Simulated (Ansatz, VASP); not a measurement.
**One calculation of Al, two programs**

Contents of INCAR:

```
SYSTEM = Al
PREC = Accurate
ENCUT = 520
EDIFF = 1E-6
ISMEAR = 0
SIGMA = 0.05
LREAL = .False.
LASPH = .True.
NELM = 100
ALGO = Fast
ISIF = 2
LWAVE = .False.
LCHARG = .True.
GGA = PE
LELF = .True.
LVHAR = .True.
NBANDS = 8
```

File KPOINTS:

```
regular mesh
0
Gamma
  8 8 8
  0 0 0
```

Contents of POSCAR:

```
Al
1.0
    0.0000000000      2.0221016523      2.0221016523
    2.0221016523      0.0000000000      2.0221016523
    2.0221016523      2.0221016523      0.0000000000
Al
1
Direct
    0.0000000000      0.0000000000      0.0000000000
```

Input for Ansatz:

```yaml
crystal:
  lattice:
    - [0.0, 2.0221016523, 2.0221016523]
    - [2.0221016523, 0.0, 2.0221016523]
    - [2.0221016523, 2.0221016523, 0.0]
  atoms:
    - { symbol: Al, position: [0.0, 0.0, 0.0] }
basis:
  ecutwfc: 420
  ecutrho_ratio: 4
kpoints:
  mp_grid: { grid: [8, 8, 8] }
hamiltonian:
  xc: pbe
scf:
  occupations: { method: gaussian, width: 0.05 }
output:
  forces: true
  stress: true
  eigenvalues: true
```

Alike in both runs: task single point; functional PBE; k mesh 8 × 8 × 8; occupations gaussian, width 0.05 eV; no spin polarisation.

|  | VASP | Ansatz |
| --- | --- | --- |
| version | VASP 6.6.1 | Ansatz 0.2.0 |
| potentials or method | VASP PAW PBE potentials, release 64 (Al) | scalar-relativistic, plane waves, PAW |
| plane-wave cutoff (eV) | 520 | 420 |
| valence electrons in the cell | 3 | 3 |

|  | VASP | Ansatz | Ansatz less VASP |
| --- | --- | --- | --- |
| gap on the k mesh at the Fermi level (eV) | none | none | - |
| pressure (GPa) | -0.1 | -0.1 | +0.04 |

A gap of «none» marks a metal or a gap that the smearing closes.
